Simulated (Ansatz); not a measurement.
RuO2:
```cif
data_O4Ru2
_chemical_formula_sum 'Ru2 O4'
_space_group_name_H-M_alt 'P42/mnm'
_space_group_IT_number 136
_space_group_name_Hall '-P 4n 2n'
_cell_length_a 4.47936
_cell_length_b 4.47936
_cell_length_c 3.10742
_cell_angle_alpha 90.000
_cell_angle_beta 90.000
_cell_angle_gamma 90.000
loop_
_atom_site_label
_atom_site_type_symbol
_atom_site_symmetry_multiplicity
_atom_site_Wyckoff_symbol
_atom_site_fract_x
_atom_site_fract_y
_atom_site_fract_z
_atom_site_occupancy
Ru1 Ru 2 a 0.00000 0.00000 0.00000 1
O1 O 4 f 0.30533 0.30533 0.00000 1
```

Relaxed at zero pressure with DFT-r²SCAN in the program Ansatz with PAW potentials.

### Question
The volume is lowered by 9 % and shape and atoms relax at that volume. What pressure results, and how do the axes share the change?

### Answer
32.7 GPa; a -3.8 %, b -3.8 %, c -1.7 %; the energy rises by 88 meV/atom.

### Question
Give the new structure.

### Answer

Space group P4₂/mnm (No. 136); a = b = 4.3104 Å, c = 3.0537 Å, α = β = γ = 90.00°

| atom | site | symmetry | x | y | z |
|---|---|---|---|---|---|
| Ru | 2a | m.mm | 0.0000 | 0.0000 | 0.0000 |
| O | 4f | m.2m | 0.3066 | 0.3066 | 0.0000 |

The phase is kept; no other phase was compared at this pressure.

Space group P4_2/mnm (rutile). The r²SCAN relaxation kept the symmetry of its start; of distortions, only those at the zone centre were tested. No spin polarisation was allowed.

Potentials: the later of the program's two PAW sets.
